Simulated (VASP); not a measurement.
Wanted: the native input for a VASP 6.6.1 run.

```yaml
Task: relaxation of cell and atoms
Functional: PBEsol
Potentials_or_basis: VASP PAW PBE potentials, release 64 (Ga_d, Al, N)
Cutoff: 600 eV
k_mesh: 3 × 2 × 3
Occupations: gaussian, width 0.02 eV
Spin: no spin polarisation
Further_INCAR_settings: ALGO = Normal; EDIFF = 1e-06; IBRION = 2; EDIFFG = -0.01; NSW = 40; ISIF = 3
```

The structure of AlGa3N4 lies in POSCAR:

```
AlGa3N4
1.0
   -3.1860423000      0.0000000000      0.0000000000
    0.0000000000      5.5183871300      0.0000000000
    1.5930211500     -2.7591935600     -5.1090876000
Ga Al N
3 1 4
Direct
    0.7503564900      0.4170231600      0.5007130000
    0.2503564900      0.9170231600      0.5007130000
    0.0003565100      0.3336898400      0.0007130000
    0.5003565100      0.8336898400      0.0007130000
    0.5596435000      0.2263101600      0.1192870000
    0.0596434900      0.7263101600      0.1192870000
    0.8096435000      0.1429768300      0.6192870000
    0.3096435000      0.6429768400      0.6192870000
```

The cell comes from a database or a generator and needn't be the stable form of this composition.

One way to write it, as run:

INCAR

```
SYSTEM = AlGa3N4
ALGO     = Normal         ! electronic algorithm
EDIFF    = 1E-6           ! SCF threshold, eV
EDIFFG   = -0.01          ! ionic threshold
ENCUT    = 600            ! plane-wave cutoff, eV
GGA      = PS             ! functional
IBRION   = 2              ! ionic algorithm
ISIF     = 3              ! what is computed and relaxed
ISMEAR   = 0              ! smearing method
KPAR     = 2            
LASPH    = .True.         ! aspherical terms in the spheres
LCHARG   = .False.        ! write CHGCAR
LREAL    = .False.        ! projectors in reciprocal space
LWAVE    = .False.        ! write WAVECAR
NELM     = 60             ! most SCF steps
NSW      = 40             ! ionic steps
PREC     = Accurate       ! precision mode
SIGMA    = 0.02           ! smearing width, eV
```

KPOINTS

```
k-points
0
Gamma
  3 2 3
  0 0 0
```

Potentials or basis: VASP PAW PBE potentials, release 64 (Ga_d, Al, N).

Launch:

```console
$ cat potpaw_PBE.64/Ga_d/POTCAR potpaw_PBE.64/Al/POTCAR potpaw_PBE.64/N/POTCAR > POTCAR
$ mpirun -np 2 vasp_std > vasp.out
```

Results of the run:

```json
{
 "Relaxed volume": "11.12 Å³/atom",
 "Relaxed cell": "a = 3.178 Å, b = 5.460 Å, c = 6.022 Å, α = 116.92°, β = 105.30°, γ = 90.00°",
 "Space group after relaxing (to 0.05 Å)": "Cm (No. 8)",
 "Energy gained by relaxing": "9.0 meV/atom",
 "Ionic steps": "10",
 "Pressure after relaxing": "0.1 GPa",
 "Largest force after relaxing": "0.010 eV/Å",
 "Band gap on the k mesh": "2.41 eV, direct"
}
```

Caveat: the k mesh is coarse (spacing up to 0.69 Å⁻¹), so the values aren't converged; the PAW data sets were made with another functional, which shifts forces and pressure a little.

Wall time 3.1 min on 2 MPI ranks on AMD EPYC 7R43 64-Core Processor (Zen 3), with other jobs on the host, peak memory 0.22 GiB a rank.
